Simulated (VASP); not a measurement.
Here is a VASP 6.6.1 calculation.

INCAR

```
SYSTEM = AlP
ALGO = Normal ; EDIFF = 1E-6
ENCUT = 500 ; GGA = CA
GGA_COMPAT = .False. ; ISIF = 2
ISMEAR = 0 ; LASPH = .True.
LCHARG = .True. ; LELF = .True.
LREAL = .False. ; LVHAR = .True.
LWAVE = .False. ; NBANDS = 11
NELM = 120 ; PREC = Accurate
SIGMA = 0.01
```

File KPOINTS:

```
k-points
0
Gamma
  6 6 6
  0 0 0
```

POSCAR

```
AlP
1.0
    0.0000000000      2.7255000000      2.7255000000
    2.7255000000      0.0000000000      2.7255000000
    2.7255000000      2.7255000000      0.0000000000
Al P
1 1
Direct
    0.0000000000      0.0000000000      0.0000000000
    0.2500000000      0.2500000000      0.2500000000
```

Potentials or basis: VASP PAW LDA potentials, release 64 (Al, P).

The run is started by

```sh
$ cat potpaw_LDA.64/Al/POTCAR potpaw_LDA.64/P/POTCAR > POTCAR
$ mpirun -np 1 vasp_std > vasp.out
```

(1) What does it give for the pressure?

(2) Predict the band gap on the k mesh.

Answers

(1) -0.7 GPa.

(2) 1.43 eV, indirect (least direct gap 3.16 eV).

**What was measured.**

From a printed reference work, data compilation, for a bulk crystal of AlP at 4.2 K: band gap 2.505 eV (indirect).

A measured gap of AlP is 2.505 eV (indirect; 4.2 K; a printed reference work, data compilation); the calculated 1.43 eV misses it by -1.08 eV. The value is that of LDA on a finite k mesh, which can miss the band edges, without temperature or zero-point motion. Semilocal functionals fall short of measured gaps as a rule.
